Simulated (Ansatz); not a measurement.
# TiO2: the cost of one run

Method: DFT PBEsol, frozen-core PAW and all-electron LAPW, scalar-relativistic unless said, in Ansatz 0.2.0.

1 further run of the same task is left out (it didn't finish).

## 1. Starting point

Symmetry: P4_2/mnm, No. 136, tetragonal system. The conventional cell has a = 4.592 Å, b = 4.592 Å, c = 2.957 Å, α = 90.00°, β = 90.00°, γ = 90.00°. Ti (site symmetry mmm) is surrounded by 6 O at 1.95 to 1.98 Å. O (site symmetry m2m) is surrounded by 3 Ti at 1.95 to 1.98 Å.

Structure file:

```
Ti O
1.0
     4.59220    0.00000    0.00000
     0.00000    4.59220    0.00000
     0.00000    0.00000    2.95740
Ti O
2 4
Direct
  0.00000 0.00000 0.00000
  0.50000 0.50000 0.50000
  0.30496 0.30496 0.00000
  0.19504 0.80496 0.50000
  0.69504 0.69504 0.00000
  0.80496 0.19504 0.50000
```

Cartesian axes are those of the input's lattice vectors. The structure goes back to a database entry.

## 2. Cell and atoms relaxed, PAW

File input.yaml:

```yaml
crystal:
  lattice:
    - [4.5922, 0.0, 0.0]
    - [0.0, 4.5922, 0.0]
    - [0.0, 0.0, 2.9574]
  atoms:
    - { symbol: Ti, position: [0.0, 0.0, 0.0] }
    - { symbol: Ti, position: [0.5, 0.5, 0.5] }
    - { symbol: O, position: [0.30496, 0.30496, 0.0] }
    - { symbol: O, position: [0.19504, 0.80496, 0.5] }
    - { symbol: O, position: [0.69504, 0.69504, 0.0] }
    - { symbol: O, position: [0.80496, 0.19504, 0.5] }
kpoints:
  mp_grid: { grid: [8, 8, 10] }
scf:
  occupations: { method: fermi_dirac, width: 0.1 }
hamiltonian:
  xc: pbesol
  pseudopotentials: { kind: paw }
relax:
  f_tol: 0.002
  max_steps: 80
  cell: {}
output:
  forces: true
  stress: true
  write_density: true
  write_potential: true
  elf: true
  volumetric_format: npy
```

Launch:

```bash
$ ansatz run input.yaml --threads 2 --pin off --max-ram 6144MiB --backend cpu --events-out ev --progress --plain --runs-dir out
```

Q: Estimate wall time and peak memory on 2 threads of Intel Xeon Platinum 8488C (Sapphire Rapids), shared host.

About 25 s, with a peak of 0.51 GiB.
